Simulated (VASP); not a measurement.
Crystal: CdS (Greenockite).

```
Cd S
1.0
     4.15000    0.00000    0.00000
    -2.07500    3.59401    0.00000
     0.00000    0.00000    6.73700
Cd S
2 2
Cartesian
  2.0750 1.1980 3.3685
  0.0000 2.3960 0.0000
  2.0750 1.1980 5.8949
  0.0000 2.3960 2.5264
```

- Program: VASP 6.6.1
- Task: relaxation of cell and atoms
- Functional: PBE
- Dispersion: rVV10
- Potentials or basis: VASP PAW PBE potentials, release 64 (Cd, S)
- Cutoff: 600 eV
- k mesh: 7 × 7 × 4
- Occupations: fermi-dirac, width 0.05 eV
- Spin: no spin polarisation

At the start: pressure 1.3 GPa; volume 25.12 Å³/atom.

Problem. How do energy, volume and symmetry change on relaxing?

Solution. Over 3 steps the energy falls by 2.6 meV/atom and the volume is 25.70 Å³/atom (+2.3 %); space group P6_3mc (No. 186, to 0.05 Å).

Step by step:
| step | energy change (eV) | largest force (eV/Å) | pressure (GPa) | volume (Å³) |
| --- | --- | --- | --- | --- |
| 1 | 0.0000 | 0.0682 | 1.35 | 100.48 |
| 2 | -0.0093 | 0.0020 | -0.40 | 103.59 |
| 3 | -0.0104 | 0.0130 | -0.05 | 102.81 |

Final structure:
```
CELL_PARAMETERS angstrom
4.17650 0.00000 0.00000
-2.08825 3.61695 0.00000
0.00000 0.00000 6.80580
ATOMIC_POSITIONS crystal
Cd 0.66667 0.33333 0.49963
Cd 0.33333 0.66667 0.99963
S 0.66667 0.33333 0.87537
S 0.33333 0.66667 0.37537
```
